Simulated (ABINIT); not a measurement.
# NiO (Fm-3m) in ABINIT: a series of runs

The runs below take NiO through single point, relaxation of cell and atoms, with LDA, PBEsol.

Program: ABINIT 10.8.3 (patched build). These are calculated values, not measurements. Logs are shortened: lines on timing, memory, paths and dates and some standing lists are left out, and cuts for length are marked. The log counts tension as positive stress, the text compression.

**The experiment to reproduce.**

“Local correlations, non-local screening, multiplets, and band formation in NiO”, 2012, arxiv:1210.6675 quotes, for a bulk crystal of NiO: band gap 4.3 eV.

The results are compared with them further down.

## Step 1: Starting point

It takes space group Fm-3m (No. 225, cubic). Conventional cell: a = 4.172 Å, b = 4.172 Å, c = 4.172 Å, α = 90.00°, β = 90.00°, γ = 90.00°. Around Ni (site symmetry m-3m) lie 6 O at 2.09 Å. O (site symmetry m-3m) is surrounded by 6 Ni at 2.09 Å.

## Step 2: Single point, LDA, collinear spin, ferromagnetic start

run.abi reads:

```
pp_dirpath "./"
pseudos "Ni.upf, O.upf"

acell 5.5745227313 5.5745227313 5.5745227313
rprim
     0.0000000000     0.7071067812     0.7071067812
     0.7071067812     0.0000000000     0.7071067812
     0.7071067812     0.7071067812     0.0000000000
ntypat 2
znucl 28 8
natom 2
typat 1 2
xcart
     0.0000000000     0.0000000000     0.0000000000
     3.9417828252     3.9417828252     3.9417828252

ecut 45.0

kptopt 1
ngkpt 8 8 8
nshiftk 1
shiftk 0.0 0.0 0.0

ixc 7

nband 17
occopt 3
tsmear 0.05 eV

nsppol 2
spinat
     0.0000000000     0.0000000000     1.0000000000
     0.0000000000     0.0000000000     0.0000000000

nstep 100
tolvrs 1.0e-10

iomode 3
prtwf 0
prtden 0
prteig 0
prtebands 0
enunit 2
```

Potentials or basis: PseudoDojo NC SR LDA v0.4.1 standard.

Command:

```console
abinit run.abi > log 2>&1
```

run.abo:

```text
.Version 10.8.3 of ABINIT
 Symmetries : space group Fm -3 m (#225); Bravais cF (face-center cubic)
================================================================================
 Values of the parameters that define the memory need of the present run
     intxc =       0    ionmov =       0      iscf =       7    lmnmax =       6
     lnmax =       6     mgfft =      36  mpssoang =       3    mqgrid =    3001
     natom =       2  nloc_mem =       1    nspden =       2   nspinor =       1
    nsppol =       2      nsym =      48    n1xccc =    2501    ntypat =       2
    occopt =       3   xclevel =       1
       mpw =        1788          nfft =       46656          nkpt =          29
================================================================================
================================================================================

--------------------------------------------------------------------------------
------------- Echo of variables that govern the present computation ------------
--------------------------------------------------------------------------------
 -outvars: echo values of preprocessed input variables --------
            acell      5.5745227313E+00  5.5745227313E+00  5.5745227313E+00 Bohr
              amu      5.86900000E+01  1.59994000E+01
             ecut      4.50000000E+01 Hartree
           enunit           2
              ixc           7
         kptrlatt        8    0    0      0    8    0      0    0    8
          kptrlen      4.45961819E+01
            natom           2
            nband          17
            ngfft          36      36      36
             nkpt          29
           nspden           2
           nsppol           2
            nstep         100
             nsym          48
           ntypat           2
           occopt           3
           prtden           0
        prtebands           0
           prteig           0
            prtwf           0
            rprim      0.0000000000E+00  7.0710678120E-01  7.0710678120E-01
                       7.0710678120E-01  0.0000000000E+00  7.0710678120E-01
                       7.0710678120E-01  7.0710678120E-01  0.0000000000E+00
          spgroup         225
           spinat      0.0000000000E+00  0.0000000000E+00  1.0000000000E+00
                       0.0000000000E+00  0.0000000000E+00  0.0000000000E+00
           tolvrs      1.00000000E-10
           tsmear      1.83746611E-03 Hartree
            typat      1  2
           xangst      0.0000000000E+00  0.0000000000E+00  0.0000000000E+00
                       2.0859016400E+00  2.0859016400E+00  2.0859016400E+00
            xcart      0.0000000000E+00  0.0000000000E+00  0.0000000000E+00
                       3.9417828253E+00  3.9417828253E+00  3.9417828253E+00
             xred      0.0000000000E+00  0.0000000000E+00  0.0000000000E+00
                       5.0000000000E-01  5.0000000000E-01  5.0000000000E-01
[... 134 lines left out ...]
    2     -0.00000000000000    -0.00000000000000    -0.00000000000000
 frms,max,avg= 0.0000000E+00 0.0000000E+00   0.000E+00  0.000E+00  0.000E+00 e/A
 length scales=  5.574522731300  5.574522731300  5.574522731300 bohr
              =  2.949910389063  2.949910389063  2.949910389063 angstroms
 Fermi (or HOMO) energy (hartree) =   0.30917   Average Vxc (hartree)=  -0.50307
 Magnetization (Bohr magneton)=  7.27487070E-01
 Total spin up =  1.23637435E+01   Total spin down =  1.16362565E+01
 Eigenvalues (hartree) for nkpt=  29  k points, SPIN UP:
 kpt#   1, nband= 17, wtk=  0.00195, kpt=  0.0000  0.0000  0.0000 (reduced coord)
  -3.45855   -2.01887   -2.01887   -2.01887   -0.43159    0.19467    0.19467    0.19467
   0.23343    0.23343    0.23630    0.23630    0.23630    0.37167    0.96411    1.00707
   1.00707
      occupation numbers for kpt#   1
   1.00000    1.00000    1.00000    1.00000    1.00000    1.00000    1.00000    1.00000
   1.00000    1.00000    1.00000    1.00000    1.00000    0.00000    0.00000    0.00000
   0.00000
 prteigrs : prtvol=0 or 1, do not print more k-points.

 Eigenvalues (hartree) for nkpt=  29  k points, SPIN DOWN:
 kpt#   1, nband= 17, wtk=  0.00195, kpt=  0.0000  0.0000  0.0000 (reduced coord)
  -3.43540   -1.99436   -1.99436   -1.99436   -0.42522    0.20209    0.20209    0.20209
   0.25197    0.25197    0.25197    0.26455    0.26455    0.37687    0.96448    1.01210
   1.01210
      occupation numbers for kpt#   1
   1.00000    1.00000    1.00000    1.00000    1.00000    1.00000    1.00000    1.00000
   1.00000    1.00000    1.00000    1.00000    1.00000    0.00000    0.00000    0.00000
   0.00000
 prteigrs : prtvol=0 or 1, do not print more k-points.

 Fermi (or HOMO) energy (eV) =   8.41296   Average Vxc (eV)= -13.68933
 Eigenvalues (   eV  ) for nkpt=  29  k points, SPIN UP:
 kpt#   1, nband= 17, wtk=  0.00195, kpt=  0.0000  0.0000  0.0000 (reduced coord)
 -94.11196  -54.93634  -54.93634  -54.93634  -11.74421    5.29735    5.29735    5.29735
   6.35190    6.35190    6.42993    6.42993    6.42993   10.11369   26.23485   27.40377
  27.40377
 prteigrs : prtvol=0 or 1, do not print more k-points.

 Eigenvalues (   eV  ) for nkpt=  29  k points, SPIN DOWN:
 kpt#   1, nband= 17, wtk=  0.00195, kpt=  0.0000  0.0000  0.0000 (reduced coord)
 -93.48190  -54.26927  -54.26927  -54.26927  -11.57094    5.49905    5.49905    5.49905
   6.85659    6.85659    6.85659    7.19875    7.19875   10.25523   26.24478   27.54072
  27.54072
 prteigrs : prtvol=0 or 1, do not print more k-points.

--- !EnergyTerms
iteration_state     : {dtset: 1, }
comment             : Components of total free energy in Hartree
kinetic             :  9.01111187029505E+01
hartree             :  5.41006821671520E+01
xc                  : -2.52454617215390E+01
Ewald energy        : -1.19611653749953E+02
psp_core            :  5.08487906591892E+00
local_psp           : -1.58974200015135E+02
non_local_psp       : -2.95935826103154E+01
internal            : -1.84128218160921E+02
'-kT*entropy'       : -4.56002693447490E-04
total_energy        : -1.84128674163614E+02
total_energy_eV     : -5.01039647162649E+03
band_energy         : -1.69024507053359E+01
...

 Cartesian components of stress tensor (hartree/bohr^3)
  sigma(1 1)=  6.92510040E-04  sigma(3 2)=  0.00000000E+00
  sigma(2 2)=  6.92510040E-04  sigma(3 1)=  0.00000000E+00
  sigma(3 3)=  6.92510040E-04  sigma(2 1)=  0.00000000E+00

-Cartesian components of stress tensor (GPa)         [Pressure= -2.0374E+01 GPa]
- sigma(1 1)=  2.03743488E+01  sigma(3 2)=  0.00000000E+00
- sigma(2 2)=  2.03743488E+01  sigma(3 1)=  0.00000000E+00
- sigma(3 3)=  2.03743488E+01  sigma(2 1)=  0.00000000E+00

== END DATASET(S) ==============================================================
================================================================================

 -outvars: echo values of variables after computation  --------
            acell      5.5745227313E+00  5.5745227313E+00  5.5745227313E+00 Bohr
           etotal     -1.8412867416E+02
            fcart     -0.0000000000E+00 -0.0000000000E+00 -0.0000000000E+00
                      -0.0000000000E+00 -0.0000000000E+00 -0.0000000000E+00
            rprim      0.0000000000E+00  7.0710678120E-01  7.0710678120E-01
                       7.0710678120E-01  0.0000000000E+00  7.0710678120E-01
                       7.0710678120E-01  7.0710678120E-01  0.0000000000E+00
           strten      6.9251003996E-04  6.9251003996E-04  6.9251003996E-04
                       0.0000000000E+00  0.0000000000E+00  0.0000000000E+00
           xangst      0.0000000000E+00  0.0000000000E+00  0.0000000000E+00
                       2.0859016400E+00  2.0859016400E+00  2.0859016400E+00
             xred      0.0000000000E+00  0.0000000000E+00  0.0000000000E+00
                       5.0000000000E-01  5.0000000000E-01  5.0000000000E-01
 Calculation completed.
```

Wall time 65 s (1 thread of Arm Neoverse V1, shared host); peak memory 0.09 GiB.

What came out:

| Item | Value |
| --- | --- |
| Free energy | -5010.3965 eV |
| Pressure | -20.4 GPa |
| Band gap on the k mesh | none (metal or under the smearing width) |
| Net moment | 0.73 μB per cell |
| Site moments | Ni +0.61; O +0.11 μB |
| Valence electrons inside the program's atomic spheres | Ni 16.25; O 6.13 |

Caveat: small starting moments can end in a higher magnetic state in this program; so large a pressure means that the cell lies far from this level's equilibrium, or that cutoff or potentials fall short; a cell with one magnetic atom can't hold antiferromagnetic order, which such compounds often take; semilocal functionals often make such compounds metallic where correlation or magnetic order opens a gap, which also shifts bond lengths.

## Step 3: Relaxation of cell and atoms, LDA, collinear spin, ferromagnetic start

run.abi reads:

```
# Pseudopotentials
pp_dirpath "./"
pseudos "Ni.upf, O.upf"

# Structure
acell 2.949910391 2.949910391 2.949910391 Angstrom
rprim
     0.0000000000     0.7071067812     0.7071067812
     0.7071067812     0.0000000000     0.7071067812
     0.7071067812     0.7071067812     0.0000000000
ntypat 2
znucl 28 8
natom 2
typat 1 2
chkprim 0
chksymtnons 0
tolsym 1.0e-6
xred
            0.0            0.0            0.0
            1/2            1/2            1/2

# Plane-wave basis
ecut 1414.992085 eV
ecutsm 0.5

# k points
kptopt 1
ngkpt 8 8 8
nshiftk 1
shiftk 0.0 0.0 0.0

# Exchange and correlation
ixc 7

# Bands and occupations
nband 17
occopt 3
tsmear 0.05 eV

# Spin
nsppol 2
spinat
     0.0000000000     0.0000000000     1.0000000000
     0.0000000000     0.0000000000     0.0000000000

# SCF cycle
nstep 80
tolvrs 1.0e-12

# Output
iomode 3
prteig 0
prtebands 0
prtwf 0
prtden 0

# Relaxation
ionmov 2
optcell 2
ntime 50
tolmxf 2.0e-5
dilatmx 1.08
```

Potentials or basis: PseudoDojo NC SR LDA v0.4 stringent.

Command:

```console
abinit run.abi > log 2>&1
```

It took 8.9 min on 1 thread of Arm Neoverse V1, shared host; peak memory 0.12 GiB.

Results (log left out):

| Item | Value |
| --- | --- |
| Free energy | -5049.2650 eV |
| Relaxed volume | 8.26 Å³/atom |
| Relaxed cell | a = 2.859 Å, b = 2.859 Å, c = 2.859 Å, α = 60.00°, β = 60.00°, γ = 60.00° |
| Space group after relaxing (to 0.05 Å) | Fm-3m (No. 225) |
| Energy gained by relaxing | 44.9 meV/atom |
| Ionic steps | 5 |
| Pressure after relaxing | 0.0 GPa |
| Band gap on the k mesh | none (metal or under the smearing width) |
| Net moment | 0.00 μB per cell |

Step by step:
| step | energy change (eV) | largest force (eV/Å) | pressure (GPa) | volume (Å³) |
| --- | --- | --- | --- | --- |
| 1 | 0.0000 | 0.0000 | -19.36 | 18.15 |
| 2 | -0.0743 | 0.0000 | -8.30 | 17.10 |
| 3 | -0.0892 | 0.0000 | 1.75 | 16.41 |
| 4 | -0.0898 | 0.0000 | -0.08 | 16.52 |
| 5 | -0.0898 | 0.0000 | 0.00 | 16.52 |

Final structure:
```cif
data_structure
_symmetry_space_group_name_H-M 'P 1'
_symmetry_Int_Tables_number 1
_cell_length_a 2.8586
_cell_length_b 2.8586
_cell_length_c 2.8586
_cell_angle_alpha 60.000
_cell_angle_beta 60.000
_cell_angle_gamma 60.000
_cell_volume 16.52
loop_
_atom_site_label
_atom_site_type_symbol
_atom_site_fract_x
_atom_site_fract_y
_atom_site_fract_z
_atom_site_occupancy
Ni1 Ni 0.00000 0.00000 0.00000 1
O1 O 0.50000 0.50000 0.50000 1
```

Caveat: small starting moments can end in a higher magnetic state in this program; semilocal functionals often make such compounds metallic where correlation or magnetic order opens a gap, which also shifts bond lengths.

## Step 4: Single point, LDA, collinear spin, ferromagnetic start (cell relaxed)

run.abi reads:

```
# Pseudopotentials
pp_dirpath "./"
pseudos "Ni.upf, O.upf"

# Structure
acell 2.8585700262 2.8585700262 2.8585700262 Angstrom
rprim
     0.0000000000     0.7071067812     0.7071067812
     0.7071067812     0.0000000000     0.7071067812
     0.7071067812     0.7071067812     0.0000000000
ntypat 2
znucl 28 8
natom 2
typat 1 2
xred
     0.0000000000     0.0000000000     0.0000000000
     0.5000000000     0.5000000000     0.5000000000
chkprim 0
chksymtnons 0
tolsym 1.0e-6

# Plane-wave basis
ecut 52.0

# k points
kptopt 1
ngkpt 8 8 8
nshiftk 1
shiftk 0.0 0.0 0.0

# Exchange and correlation
ixc 7

# Bands and occupations
nband 17
occopt 3
tsmear 0.05 eV

# Spin
nsppol 2
spinat
     0.0000000000     0.0000000000     1.0000000000
     0.0000000000     0.0000000000     0.0000000000

# SCF cycle
nstep 100
tolvrs 1.0e-10

# Output
iomode 3
prtwf 0
prteig 0
prtebands 0
enunit 1
prtden 1
prtvha 1
prtvclmb 1
prtpot 1
```

Command:

```console
abinit run.abi > log 2>&1
```

It took 68 s on 1 thread of Arm Neoverse V1, shared host; peak memory 0.1 GiB.

The run converged. Its results:

```yaml
Free_energy: -5049.2800 eV
Pressure: 0.6 GPa
Band_gap_on_the_k_mesh: none (metal or under the smearing width)
Net_moment: 0.71 μB per cell
Site_moments: Ni +0.59; O +0.12 μB
Valence_electrons_inside_the_program's_atomic_spheres: Ni 16.34; O 6.26
```

Levels at points of the mesh, in eV from the Fermi level:
Spin up:
| k point | band 11 | band 12 | band 13 | band 14 | band 15 | band 16 |
| --- | --- | --- | --- | --- | --- | --- |
| (0.00, 0.00, 0.00) | -2.32 | -2.31 | -2.31 | 2.24 | 18.06 | 19.67 |
| (0.50, 0.00, 0.00) | -0.87 | 1.12 | 1.12 | 5.80 | 10.84 | 14.62 |
| (0.50, 0.50, 0.00) | -1.07 | -1.01 | -1.01 | 6.85 | 11.05 | 12.79 |
Spin down:
| k point | band 9 | band 10 | band 11 | band 12 | band 13 | band 14 | band 15 | band 16 |
| --- | --- | --- | --- | --- | --- | --- | --- | --- |
| (0.00, 0.00, 0.00) | -1.91 | -1.91 | -1.91 | -1.49 | -1.49 | 2.39 | 18.07 | 19.82 |
| (0.50, 0.00, 0.00) | -0.87 | -0.87 | -0.44 | 1.81 | 1.81 | 5.89 | 11.05 | 14.73 |
| (0.50, 0.50, 0.00) | -3.14 | -1.00 | -0.54 | -0.54 | -0.22 | 7.01 | 11.21 | 12.97 |

Caveat: small starting moments can end in a higher magnetic state in this program; a cell with one magnetic atom can't hold antiferromagnetic order, which such compounds often take; semilocal functionals often make such compounds metallic where correlation or magnetic order opens a gap, which also shifts bond lengths.

## Step 5: Single point, PBEsol, collinear spin, ferromagnetic start

run.abi reads:

```
pp_dirpath "./"
pseudos "Ni.upf, O.upf"

acell 3*1.0 Angstrom
rprim
     0.0000000000     2.0859016414     2.0859016414
     2.0859016414     0.0000000000     2.0859016414
     2.0859016414     2.0859016414     0.0000000000
ntypat 2
znucl 28 8
natom 2
typat 1 2
xcart
     0.0000000000     0.0000000000     0.0000000000
     3.9417828252     3.9417828252     3.9417828252

ecut 45.0

kptopt 1
ngkpt 8 8 8
nshiftk 1
shiftk 0.0 0.0 0.0

ixc -116133

nband 17
occopt 3
tsmear 0.05 eV

nsppol 2
spinat
     0.0000000000     0.0000000000     1.0000000000
     0.0000000000     0.0000000000     0.0000000000

nstep 100
tolvrs 1.0e-10

iomode 3
prtwf 0
prtden 0
prteig 0
prtebands 0
```

Potentials or basis: PseudoDojo NC SR PBEsol v0.4.1 standard.

Command:

```console
abinit run.abi > log 2>&1
```

Wall time 3.3 min (1 thread of Arm Neoverse V2, shared host); peak memory 0.1 GiB.

Results (log left out):

```yaml
Free_energy: -5009.3868 eV
Pressure: -6.2 GPa
Band_gap_on_the_k_mesh: none (metal or under the smearing width)
Net_moment: 1.69 μB per cell
Site_moments: Ni +1.39; O +0.29 μB
Valence_electrons_inside_the_program's_atomic_spheres: Ni 16.19; O 6.18
```

Levels at points of the mesh, in eV from the Fermi level:
Spin up:
```
           k point  band 11  band 12  band 13  band 14  band 15  band 16
(0.00, 0.00, 0.00)    -2.55    -2.55    -2.55     1.53    17.67    18.79
(0.50, 0.00, 0.00)    -1.31     0.34     0.34     5.50     9.93    13.95
(0.50, 0.50, 0.00)    -2.14    -1.51    -1.51     6.13    10.46    12.12
```
Spin down:
| k point | band 9 | band 10 | band 11 | band 12 | band 13 | band 14 |
| --- | --- | --- | --- | --- | --- | --- |
| (0.00, 0.00, 0.00) | -1.65 | -1.65 | -1.65 | -0.70 | -0.70 | 1.85 |
| (0.50, 0.00, 0.00) | -0.74 | -0.74 | -0.37 | 2.17 | 2.17 | 5.66 |
| (0.50, 0.50, 0.00) | -2.68 | -0.51 | -0.51 | -0.27 | 0.29 | 6.50 |

Caveat: small starting moments can end in a higher magnetic state in this program; a cell with one magnetic atom can't hold antiferromagnetic order, which such compounds often take; semilocal functionals often make such compounds metallic where correlation or magnetic order opens a gap, which also shifts bond lengths.

## Step 6: Summary

| task | level | potentials or basis | cell | cutoff (eV) | cell freedom (optcell) | optimiser (ionmov) | cutoff smearing ecutsm (Ha) | force stop (Ha/bohr) | gap on the mesh (eV) | pressure (GPa) | moment (μB) |
| --- | --- | --- | --- | --- | --- | --- | --- | --- | --- | --- | --- |
| single point | LDA | PseudoDojo NC SR LDA v0.4.1 standard | as given | 1225 | - | - | - | - | none | -20.4 | 0.73 |
| relaxation of cell and atoms | LDA | PseudoDojo NC SR LDA v0.4 stringent | relaxed | 1415 | 2 | 2 | 0.5 | 2e-05 | none | 0.0 | 0.00 |
| single point | LDA | PseudoDojo NC SR LDA v0.4 stringent | cell relaxed | 1415 | - | - | - | - | none | 0.6 | 0.71 |
| single point | PBEsol | PseudoDojo NC SR PBEsol v0.4.1 standard | as given | 1225 | - | - | - | - | none | -6.2 | 1.69 |

Alike in all rows: spin collinear, ferromagnetic start; k mesh 8 × 8 × 8; smearing fermi-dirac 0.05 eV.

Caveats: small starting moments can end in a higher magnetic state in this program; semilocal functionals often make such compounds metallic where correlation or magnetic order opens a gap, which also shifts bond lengths; a cell with one magnetic atom can't hold antiferromagnetic order, which such compounds often take (some runs); so large a pressure means that the cell lies far from this level's equilibrium, or that cutoff or potentials fall short (some runs).

Absolute energies hang on the potentials; compare differences alone.

## Step 7: How close it comes

Step 2. Measured gap of NiO: 4.3 eV (quoted in “Local correlations, non-local screening, multiplets, and band formation in NiO”, 2012, arxiv:1210.6675). This calculation gives 0.00 eV (-4.30 eV). So large a miss can be the level of theory's own, or it may mean another phase, state or a wrong row. The value is that of LDA on a finite k mesh, which can miss the band edges, without temperature or zero-point motion. Semilocal functionals fall short of measured gaps as a rule. The run's magnetic order (collinear spin, ferromagnetic start) needn't be the measured crystal's.

Step 5. A measured gap of NiO is 4.3 eV (quoted in “Local correlations, non-local screening, multiplets, and band formation in NiO”, 2012, arxiv:1210.6675); the calculated 0.00 eV misses it by -4.30 eV. So large a miss can be the level of theory's own, or it may mean another phase, state or a wrong row. The value is that of PBEsol on a finite k mesh, which can miss the band edges, without temperature or zero-point motion. Semilocal functionals fall short of measured gaps as a rule. The run's magnetic order (collinear spin, ferromagnetic start) needn't be the measured crystal's.
